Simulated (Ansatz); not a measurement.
# Trigonal tellurium under PBE: structure, energy and stiffness

What does PBE give for tellurium in the trigonal tellurium structure? We relax it, solve it on a dense k-mesh, switch on spin-orbit coupling, then scale the cell to 7 volumes from 88 to 112 % of the relaxed one and try a fit of the equation of state. The k-meshes are 5×5×3 for the relaxation; 8×8×5 for the dense run; 6×6×4 for spin-orbit coupling; 8×8×5 for the volumes. It starts from a deposited cell (COD).

The COD entry's cell or inner coordinates are ideal or old and differ from later refinements, so a difference from it is no clean test against experiment.

Program: Ansatz 0.2.0. Level of theory: DFT PBE, plane waves (420 eV) with PAW, scalar-relativistic. These are calculated values, not measurements.

### 1 Starting point

It takes space group P3_121 (No. 152, trigonal). The conventional cell has a = 4.454 Å, b = 4.454 Å, c = 5.924 Å, α = 90.00°, β = 90.00°, γ = 120.00°. Around Te (site symmetry 2) lie 2 Te at 2.86 Å.

As a file:

```
CELL_PARAMETERS angstrom
4.45400 0.00000 0.00000
-2.22700 3.85728 0.00000
0.00000 0.00000 5.92400
ATOMIC_POSITIONS crystal
Te 0.26900 0.00000 0.33333
Te 0.00000 0.26900 0.66667
Te 0.73100 0.73100 0.00000
```

### 2 Relaxation of the cell

Contents of input.yaml:

```yaml
crystal:
  lattice:
    - [4.4540012348, 0.0, 0.0]
    - [-2.2270006174, 3.8572782178, 0.0]
    - [0.0, 0.0, 5.924]
  atoms:
    - { symbol: Te, position: [0.269, 0.0, 0.3333333333] }
    - { symbol: Te, position: [0.0, 0.269, 0.6666666667] }
    - { symbol: Te, position: [0.731, 0.731, 0.0] }
hamiltonian:
  xc: pbe
  pseudopotentials:
    kind: paw
    azcp:
      Te: "pseudopotentials/Te.paw.azcp"
basis:
  ecutwfc: 420
  fft_grid_basis: typed
kpoints:
  mp_grid: { grid: [5, 5, 3], shift: [0, 0, 0] }
magnetization:
  spin_polarized: false
scf:
  occupations: { method: fermi_dirac, width: 0.05 }
relax:
  max_steps: 60
  f_tol: 0.01
  cell: {}
```

After this run come: Single point on a dense mesh; A two-component run at the same geometry; The cell scaled to 88 % of its volume; The cell scaled to 92 % of its volume; The cell scaled to 96 % of its volume; The cell scaled to 100 % of its volume; The cell scaled to 104 % of its volume; The cell scaled to 108 % of its volume; The cell scaled to 112 % of its volume.

What does the calculation give? Wanted: space group; conventional cell; volume; shortest distance; gap on the mesh; gap with spin-orbit coupling, on another mesh; V₀, B₀, B₀′.

As calculated:

```
                                     quantity                                   value
               space group (spins left aside)                        P3_121 (No. 152)
                            conventional cell  a = 4.530 Å, c = 5.937 Å (c/a = 1.311)
                                       volume                          35.177 Å³/atom
                            shortest distance                                 2.890 Å
                  against the measured volume                 +3.7 % (33.925 Å³/atom)
                              gap on the mesh                                 0.63 eV
gap with spin-orbit coupling, on another mesh                                 0.07 eV
                                  V₀, B₀, B₀′             35.158 Å³/atom, 44 GPa, 4.7
```

What this shows: The volume comes out 3.7 % larger than measured. Zero-point motion and any thermal expansion in the deposited cell, which the calculation lacks, would widen the miss. It has a gap of 0.63 eV on the mesh. The mesh holds neither K nor H, where hexagonal and trigonal crystals often have their band edges, so the true gap at this level can be much smaller. With spin-orbit coupling the gap goes from 0.63 to 0.07 eV; the two meshes hold different k-points, and a band edge that one misses the other may hit, so the change says little about spin-orbit coupling. Totals with and without spin-orbit coupling (-2.7 eV/atom apart) can't be read as binding, since the two-component data shift the zero of energy. B₀ comes out at 44 GPa; even scaling stretches the bonds with the cell, so it lies well above the modulus that a cell free to change shape would show.
